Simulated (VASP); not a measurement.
# PtS2 in VASP: relaxation of cell and atoms with revPBE+D3(BJ)

Aim: the relaxation of cell and atoms of PtS2 with revPBE+D3(BJ).

All numbers are computed with VASP 6.6.1; they aren't measurements. Logs are shortened: lines on timing, memory, paths and dates and some standing lists are left out, and cuts for length are marked.

## (1) The structure

The cell holds a sheet with vacuum, 3 atoms: a = 3.560 Å, b = 3.560 Å, c = 18.460 Å, α = 90.00°, β = 90.00°, γ = 120.00°.

The cell was built by a generator and needn't be a form met in nature.

## (2) Relaxation of cell and atoms, revPBE+D3(BJ)

Contents of INCAR:

```
SYSTEM = PtS2
ALGO = Fast ; EDIFF = 1E-6
EDIFFG = -0.005 ; ENCUT = 600
GGA = RE ; IBRION = 2
ISIF = 3 ; ISMEAR = 0
IVDW = 12 ; KPAR = 2
LASPH = .True. ; LATTICE_CONSTRAINTS = .TRUE. .TRUE. .FALSE.
LCHARG = .False. ; LREAL = .False.
LWAVE = .False. ; NELM = 120
NSW = 60 ; PREC = Accurate
SIGMA = 0.03
```

Contents of KPOINTS:

```
k-points
0
Gamma
  12 12 1
  0 0 0
```

Contents of POSCAR:

```
PtS2
1.0
    3.5600000000      0.0000000000      0.0000000000
   -1.7800000000      3.0830504400      0.0000000000
    0.0000000000      0.0000000000     18.4600000000
S Pt
2 1
Direct
    0.3333330000      0.6666670000      0.4333694500
    0.6666670000      0.3333330000      0.5666305500
    0.0000000000      0.0000000000      0.5000000000
```

Potentials or basis: VASP PAW PBE potentials, release 64 (S, Pt).

On the command line:

```console
cat potpaw_PBE.64/S/POTCAR potpaw_PBE.64/Pt/POTCAR > POTCAR
mpirun -np 2 vasp_std > vasp.out
```

OUTCAR:

```text
SYSTEM = PtS2
   EDIFF = 1E-6
   EDIFFG = -0.005
   ENCUT = 600
   GGA = RE
   IBRION = 2
   ISIF = 3
   ISMEAR = 0
   IVDW = 12
   LASPH = .True.
   LREAL = .False.
   NELM = 120
   NSW = 60
   PREC = Accurate
 IVDW          = 12

 ion  position               nearest neighbor table
   1  0.333  0.667  0.433-   3 2.40   3 2.40   3 2.40
   2  0.667  0.333  0.567-   3 2.40   3 2.40   3 2.40
   3  0.000  0.000  0.500-   1 2.40   2 2.40   2 2.40   1 2.40   2 2.40   1 2.40

  LATTYP: Found a hexagonal cell.
 ALAT       =     3.5600000000
 C/A-ratio  =     5.1853932584

  Lattice vectors:

 A1 = (   3.5600000000,   0.0000000000,   0.0000000000)
 A2 = (  -1.7800000000,   3.0830504400,   0.0000000000)
 A3 = (   0.0000000000,   0.0000000000,  18.4600000000)

Analysis of symmetry for initial positions (statically):
=====================================================================
 Subroutine PRICEL returns:
 Original cell was already a primitive cell.

 Routine SETGRP: Setting up the symmetry group for a
 hexagonal supercell.

 Subroutine GETGRP returns: Found 12 space group operations
 (whereof 12 operations were pure point group operations)
 out of a pool of 24 trial point group operations.

The static configuration has the point symmetry D_3d.

Analysis of symmetry for dynamics (positions and initial velocities):
=====================================================================
 Subroutine PRICEL returns:
 Original cell was already a primitive cell.

 Routine SETGRP: Setting up the symmetry group for a
 hexagonal supercell.

 Subroutine GETGRP returns: Found 12 space group operations
 (whereof 12 operations were pure point group operations)
 out of a pool of 24 trial point group operations.

The dynamic configuration has the point symmetry D_3d.

 Subroutine INISYM returns: Found 12 space group operations
 (whereof 12 operations are pure point group operations),
 and found     1 'primitive' translations

----------------------------------------------------------------------------------------

                                     Primitive cell

  volume of cell :     202.6107

  direct lattice vectors                    reciprocal lattice vectors
     3.560000000  0.000000000  0.000000000     0.280898876  0.162177042  0.000000000
    -1.780000000  3.083050440  0.000000000     0.000000000  0.324354084  0.000000000
     0.000000000  0.000000000 18.460000000     0.000000000  0.000000000  0.054171181

  length of vectors
     3.560000000  3.560000002 18.460000000     0.324354084  0.324354084  0.054171181

  position of ions in fractional coordinates (direct lattice)
     0.333333000  0.666667000  0.433369450
     0.666667000  0.333333000  0.566630550
     0.000000000  0.000000000  0.500000000

  ion indices of the primitive-cell ions
   primitive index   ion index
                 1           1
                 2           2
                 3           3

----------------------------------------------------------------------------------------

 KPOINTS: k-points

Automatic generation of k-mesh.
 Grid dimensions read from file:
 generate k-points for:   12   12    1

 Generating k-lattice:

  Cartesian coordinates                     Fractional coordinates (reciprocal lattice)
     0.023408240  0.013514753  0.000000000     0.083333333  0.000000000  0.000000000
     0.000000000  0.027029507  0.000000000     0.000000000  0.083333333  0.000000000
     0.000000000  0.000000000  0.054171181     0.000000000  0.000000000  1.000000000

  Length of vectors
     0.027029507  0.027029507  0.054171181

  Shift w.r.t. Gamma in fractional coordinates (k-lattice)
     0.000000000  0.000000000  0.000000000

 Subroutine IBZKPT returns following result:
 ===========================================

 Found     19 irreducible k-points:

 Following reciprocal coordinates:
            Coordinates               Weight
  0.000000  0.000000  0.000000      1.000000
  0.083333 -0.000000  0.000000      6.000000
  0.166667  0.000000  0.000000      6.000000
  0.250000  0.000000  0.000000      6.000000
  0.333333 -0.000000  0.000000      6.000000
  0.416667  0.000000  0.000000      6.000000
[... 11 lines left out ...]
  0.333333  0.250000  0.000000     12.000000
  0.333333  0.333333  0.000000      2.000000
   k-points           NKPTS =     19   k-points in BZ     NKDIM =     19   number of bands    NBANDS=     15
   number of dos      NEDOS =    301   number of ions     NIONS =      3
   total plane-waves  NPLWV = 117600
   dimension x,y,z NGX =    28 NGY =   28 NGZ =  150
   dimension x,y,z NGXF=    56 NGYF=   56 NGZF=  300
   ions per type =               2   1
   NGX,Y,Z   is equivalent  to a cutoff of  13.08, 13.08, 13.51 a.u.
   NGXF,Y,Z  is equivalent  to a cutoff of  26.15, 26.15, 27.02 a.u.
 SYSTEM =  PtS2
   PREC   = accura    normal or accurate (medium, high low for compatibility)
   ISTART =      0    job   : 0-new  1-cont  2-samecut
   ICHARG =      2    charge: 1-file 2-atom 10-const
   ISPIN  =      1    spin polarized calculation?
   LNONCOLLINEAR =      F non collinear calculations
   LSORBIT =      F    spin-orbit coupling
   LASPH  =      T    aspherical Exc in radial PAW
   ENCUT  =  600.0 eV  44.10 Ry    6.64 a.u.   7.11  7.11 36.87*2*pi/ulx,y,z
   NELM   =    120;   NELMIN=  2; NELMDL= -5     # of ELM steps
   EDIFF  = 0.1E-05   stopping-criterion for ELM
   LREAL  =      F    real-space projection
   EDIFFG = -.5E-02   stopping-criterion for IOM
   NSW    =     60    number of steps for IOM
   IBRION =      2    ionic relax: 0-MD 1-quasi-New 2-CG
   NFREE  =      1    steps in history (QN), initial steepest desc. (CG)
   ISIF   =      3    stress and relaxation
   ISYM   =      2    0-nonsym 1-usesym 2-fastsym
   POTIM  = 0.5000    time-step for ionic-motion
   TEBEG  =    0.0;   TEEND  =   0.0 temperature during run
   PSTRESS=    0.0 pullay stress
   NELECT =      22.0000    total number of electrons
   NUPDOWN=      -1.0000    fix difference up-down
   EMIN   =  10.00;   EMAX   =-10.00  energy-range for DOS
   EFERMI =   0.00;   METHOD = LEGACY
   ISMEAR =     0;   SIGMA  =   0.03  broadening in eV -4-tet -1-fermi 0-gaus
   EFERMI_NEDOS =   21; number of points for ismear=-14 and -15
   IALGO  =     68    algorithm
   IMIX   =      4    mixing-type and parameters
     AMIX     =   0.40;   BMIX     =  1.00
     AMIX_MAG =   1.60;   BMIX_MAG =  1.00
  volume/ion in A,a.u.               =      67.54       455.76
  Fermi-wavevector in a.u.,A,eV,Ry     =   0.781019  1.475912  8.299428  0.609991
  Thomas-Fermi vector in A             =   1.884450
   LORBIT       =      0    0 simple, 1 ext, 2 COOP (PROOUT), +10 PAW based schemes
   GGA     = RE    functional components
   LHFCALC =     F    Hartree Fock is set to
   AEXX    =    0.0000 exact exchange contribution
   IVDW    =    12    specifies the selected vdW correction
   LEPSILON=     F    determine dielectric tensor
   LRPA    =     F    only Hartree local field effects (RPA)
 conjugate gradient relaxation of ions
 non-spin polarized calculation
 RMM-DIIS sequential band-by-band and
 Gauss-broadening in eV      SIGMA  =   0.03
  energy-cutoff  :      600.00
  volume of cell :      202.61
 maximum number of plane-waves:      6831
   NGX = 15   NGY = 15   NGZ = 73

--------------------------------------- Ionic step        1  -------------------------------------------

 number of electron      21.9999999 magnetization

 Free energy of the ion-electron system (eV)
  ---------------------------------------------------
  ext. energy  EPLUGINS =         0.00000000
  ---------------------------------------------------
  free energy    TOTEN  =       -14.43374345 eV

  energy without entropy =      -14.43374345  energy(sigma->0) =      -14.43374345

------------------------ aborting loop because EDIFF is reached ----------------------------------------

 Edisp (eV)   -1.68306

 E8    (eV) :    -1.1782

  FORCE on cell =-STRESS in cart. coord.  units (eV):
  Direction    XX          YY          ZZ          XY          YZ          ZX
  --------------------------------------------------------------------------------------
  -------------------------------------------------------------------------------------
  Total      -0.80626    -0.80626     0.01899     0.00000     0.00000     0.00000
  in kB      -6.37561    -6.37561     0.15013     0.00000     0.00000     0.00000
  external pressure =       -4.20 kB  Pullay stress =        0.00 kB

 VOLUME and BASIS-vectors are now :
 -----------------------------------------------------------------------------
  energy-cutoff  :      600.00
  volume of cell :      202.61
      direct lattice vectors                 reciprocal lattice vectors
     3.560000000  0.000000000  0.000000000     0.280898876  0.162177042  0.000000000
    -1.780000000  3.083050440  0.000000000     0.000000000  0.324354084  0.000000000
     0.000000000  0.000000000 18.460000000     0.000000000  0.000000000  0.054171181
[... 247 lines left out ...]
 POSITION                                       TOTAL-FORCE (eV/Angst)
 -----------------------------------------------------------------------------------
     -0.00000      2.03280      7.97623         0.000000      0.000000      0.006433
      1.76046      1.01640     10.48377        -0.000000     -0.000000     -0.006433
     -0.00000      0.00000      9.23000         0.000000      0.000000     -0.000000
 -----------------------------------------------------------------------------------
    total drift:                               -0.000000     -0.000000      0.000000

  FREE ENERGIE OF THE ION-ELECTRON SYSTEM (eV)
  ---------------------------------------------------
  free  energy   TOTEN  =       -16.1266762768 eV

  energy  without entropy=      -16.1266762768  energy(sigma->0) =      -16.12667628

--------------------------------------- Ionic step        8  -------------------------------------------

 number of electron      21.9999999 magnetization

 Free energy of the ion-electron system (eV)
  ---------------------------------------------------
  ext. energy  EPLUGINS =         0.00000000
  ---------------------------------------------------
  free energy    TOTEN  =       -14.40988569 eV

  energy without entropy =      -14.40988569  energy(sigma->0) =      -14.40988569

 E-fermi :  -2.7382     XC(G=0):  -3.5690

 val. band max:       -2.8722742455   @ k =   0.0833   0.0833   0.0000
 cond. band min:      -0.9970476951   @ k =   0.2500   0.0000   0.0000
 fundamental gap:      1.8752265505
 Fermi energy:        -2.7381780186

 k-point     1 :       0.0000    0.0000    0.0000
  band No.  band energies     occupation
      1     -16.9290      2.00000
      2     -14.7530      2.00000
      3      -8.3970      2.00000
      4      -8.3970      2.00000
      5      -8.2039      2.00000
      6      -5.7595      2.00000
      7      -5.7595      2.00000
      8      -3.7417      2.00000
      9      -3.5963      2.00000
     10      -3.0734      2.00000
     11      -3.0734      2.00000
     12       0.3947      0.00000
     13       0.3948      0.00000
     14       2.5349      0.00000
     15       2.8843      0.00000
[... 348 lines left out ...]
 POSITION                                       TOTAL-FORCE (eV/Angst)
 -----------------------------------------------------------------------------------
     -0.00000      2.03216      7.97625         0.000000      0.000000     -0.000126
      1.75991      1.01608     10.48375        -0.000000     -0.000000      0.000126
      3.51981      0.00000      9.23000         0.000000      0.000000      0.000000
 -----------------------------------------------------------------------------------
    total drift:                                0.000000     -0.000000      0.000000

  FREE ENERGIE OF THE ION-ELECTRON SYSTEM (eV)
  ---------------------------------------------------
  free  energy   TOTEN  =       -16.1266896736 eV

  energy  without entropy=      -16.1266896736  energy(sigma->0) =      -16.12668967

 reached required accuracy - stopping structural energy minimisation
```

Wall time 84 s (2 MPI ranks of Intel Xeon 6975P-C (Granite Rapids), shared host); peak memory 0.39 GiB.

Results:

```
Free energy                            : -16.1267 eV
Relaxed volume                         : 66.02 Å³/atom
Relaxed cell                           : a = 3.520 Å, b = 3.520 Å, c = 18.460 Å, α = 90.00°, β = 90.00°, γ = 120.00°
Space group after relaxing (to 0.05 Å) : P-3m1 (No. 164)
Energy gained by relaxing              : 3.3 meV/atom
Ionic steps                            : 8
Band gap on the k mesh                 : 1.88 eV, indirect (least direct gap 2.03 eV)
Dispersion energy per atom             : -0.572 eV
```

The path:
| step | energy change (eV) | largest force (eV/Å) | pressure (GPa) | volume (Å³) |
| --- | --- | --- | --- | --- |
| 1 | 0.0000 | 0.0180 | -0.42 | 202.61 |
| 2 | -0.0005 | 0.3541 | 0.69 | 197.39 |
| 3 | -0.0056 | 0.1903 | 0.13 | 199.90 |
| 4 | -0.0081 | 0.1239 | 0.09 | 199.19 |
| 5 | -0.0099 | 0.0141 | 0.03 | 197.99 |
| 6 | -0.0099 | 0.0043 | 0.02 | 197.94 |
| 7 | -0.0099 | 0.0064 | -0.02 | 198.19 |
| 8 | -0.0099 | 0.0001 | -0.01 | 198.06 |

Final structure:
```yaml
crystal:
  lattice:
    - [3.51981, 0.00000, 0.00000]
    - [-1.75991, 3.04825, 0.00000]
    - [0.00000, 0.00000, 18.46000]
  atoms:
    - { symbol: S, position: [0.33333, 0.66667, 0.43208] }
    - { symbol: S, position: [0.66667, 0.33333, 0.56792] }
    - { symbol: Pt, position: [0.00000, 0.00000, 0.50000] }
```

Levels at points of the mesh, in eV from the valence-band top:
| k point | band 9 | band 10 | band 11 | band 12 | band 13 | band 14 |
| --- | --- | --- | --- | --- | --- | --- |
| (0.00, 0.00, 0.00) | -0.72 | -0.20 | -0.20 | 3.27 | 3.27 | 5.41 |
| (0.50, 0.00, 0.00) | -1.91 | -1.66 | -1.48 | 2.96 | 3.04 | 5.61 |

Caveat: the PAW data sets were made with another functional, which shifts forces and pressure a little; spin-orbit coupling is left out, which moves the levels of the heavy elements. revPBE gaps usually lie below the measured ones, often by a third to a half.
